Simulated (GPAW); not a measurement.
Write an ASE script for GPAW 26.7.0 that does the following.

```yaml
Task: band structure
Functional: BLYP
Potentials_or_basis: PAW data sets generated in the run's folder for this functional
Cutoff: 600 eV
Basis: pw
k_mesh: 8 × 8 × 8
Occupations: fermi-dirac, width 0.05 eV
Spin: no spin polarisation
Eigensolver: davidson
Maxiter: 150
Band_path: GXMGRX,MR
Band_points: 100
```

The structure of InPd lies in POSCAR:

```
InPd
1.0
    3.2718847800      0.0000000000      0.0000000000
    0.0000000000      3.2718847800      0.0000000000
    0.0000000000      0.0000000000      3.2718847800
In Pd
1 1
Direct
    0.0000000000      0.0000000000      0.0000000000
    0.5000000000      0.5000000000      0.5000000000
```

The cell comes from a database or a generator and needn't be the stable form of this composition.

The input as run:

run.py

```python
from ase.dft.bandgap import bandgap
from ase.io import read, write
from ase.units import GPa
from gpaw import GPAW, PW, setup_paths

setup_paths.insert(0, '.')

atoms = read('POSCAR')

calc = GPAW(mode=PW(600),
            xc='BLYP',
            kpts={'size': (8, 8, 8), 'gamma': True},
            occupations={'name': 'fermi-dirac', 'width': 0.05},
            nbands=26,
            convergence={'density': 1e-05, 'energy': 1e-05},
            eigensolver='davidson',
            maxiter=150,
            txt='gpaw.txt')
atoms.calc = calc
energy = atoms.get_potential_energy()
forces = atoms.get_forces()
stress = atoms.get_stress()
calc.write('gs.gpw')
write('result.traj', atoms)
print(f'Energy: {energy:.6f} eV')
print('Forces (eV/A):')
print(forces.round(4))
print('Stress (GPa):', (stress / GPa).round(3))
print('Fermi level:', round(calc.get_fermi_level(), 4), 'eV')
print(f'Gap: {bandgap(calc)[0]:.4f} eV, direct: {bandgap(calc, direct=True)[0]:.4f} eV')

path = atoms.cell.bandpath('GXMGRX,MR', npoints=100, eps=1e-4)
bs_calc = calc.fixed_density(kpts=path, symmetry='off', nbands=38,
                             convergence={'bands': 'CBM+6.0', 'eigenstates': 1e-6}, txt='bands.txt')
bs = bs_calc.band_structure()
bs.write('bs.json')
print(f'Gap on the path: {bandgap(bs_calc)[0]:.4f} eV')
```

Potentials or basis: PAW data sets generated in the run's folder for this functional, pw.

Run with:

```sh
$ gpaw-setup -f BLYP In Pd
$ OMP_NUM_THREADS=1 python run.py
```

It gave:

```yaml
Pressure: 11.2 GPa
Band_gap_along_the_path: none (metal or under the smearing width)
```

Caveat: spin-orbit coupling is left out, which moves the levels of the heavy elements.

Wall time 30 s on 1 thread of Intel(R) Xeon(R) 6975P-C (Granite Rapids), with other jobs on the host, peak memory 0.28 GiB.
